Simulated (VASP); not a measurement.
Write the native input for VASP 6.6.1 that does the following.

- Task: band structure
- Functional: revPBE
- Potentials or basis: VASP PAW PBE potentials, release 64 (Ga_d, N)
- Cutoff: 520 eV
- k mesh: 10 × 10 × 5
- Occupations: fermi-dirac, width 0.05 eV
- Spin: no spin polarisation
- Further INCAR settings: ALGO = Normal; EDIFF = 1e-06; NBANDS = 26

The structure of GaN lies in POSCAR:

```
GaN
1.0
    3.1800000000      0.0000000000      0.0000000000
   -1.5900000000      2.7539607840      0.0000000000
    0.0000000000      0.0000000000      5.1660000000
Ga N
2 2
Direct
    0.6666666667      0.3333333333      0.5000000000
    0.3333333333      0.6666666667      0.0000000000
    0.6666666667      0.3333333333      0.8750000000
    0.3333333333      0.6666666667      0.3750000000
```

One way to write it, as run:

INCAR

```
SYSTEM = GaN
PREC = Accurate
ENCUT = 520
EDIFF = 1E-6
ISMEAR = -1
SIGMA = 0.05
LREAL = .False.
LASPH = .True.
NELM = 100
ALGO = Normal
ISIF = 2
LWAVE = .False.
LCHARG = .False.
GGA = RE
NBANDS = 26
```

KPOINTS

```
regular mesh
0
Gamma
  10 10 5
  0 0 0
```

KPOINTS_OPT

```
path GMKGALHA,LM,KH
15
line-mode
reciprocal
 0.0000000000  0.0000000000  0.0000000000  G
 0.5000000000  0.0000000000  0.0000000000  M

 0.5000000000  0.0000000000  0.0000000000  M
 0.3333333333  0.3333333333  0.0000000000  K

 0.3333333333  0.3333333333  0.0000000000  K
 0.0000000000  0.0000000000  0.0000000000  G

 0.0000000000  0.0000000000  0.0000000000  G
 0.0000000000  0.0000000000  0.5000000000  A

 0.0000000000  0.0000000000  0.5000000000  A
 0.5000000000  0.0000000000  0.5000000000  L

 0.5000000000  0.0000000000  0.5000000000  L
 0.3333333333  0.3333333333  0.5000000000  H

 0.3333333333  0.3333333333  0.5000000000  H
 0.0000000000  0.0000000000  0.5000000000  A

 0.5000000000  0.0000000000  0.5000000000  L
 0.5000000000  0.0000000000  0.0000000000  M

 0.3333333333  0.3333333333  0.0000000000  K
 0.3333333333  0.3333333333  0.5000000000  H
```

Potentials or basis: VASP PAW PBE potentials, release 64 (Ga_d, N).

Command:

```sh
$ cat potpaw_PBE.64/Ga_d/POTCAR potpaw_PBE.64/N/POTCAR > POTCAR
$ mpirun -np 1 vasp_std > vasp.out
```

It gave:

```json
{
  "Pressure": "10.2 GPa",
  "Largest force": "0.138 eV/Å",
  "Band gap on the k mesh": "2.02 eV, direct",
  "Band gap along the path": "2.02 eV, direct"
}
```

Caveat: the PAW data sets were made with another functional, which shifts forces and pressure a little.

It took 75 s on 1 thread of AMD EPYC 9R45 (Zen 5), with other jobs on the host, peak memory 0.17 GiB.
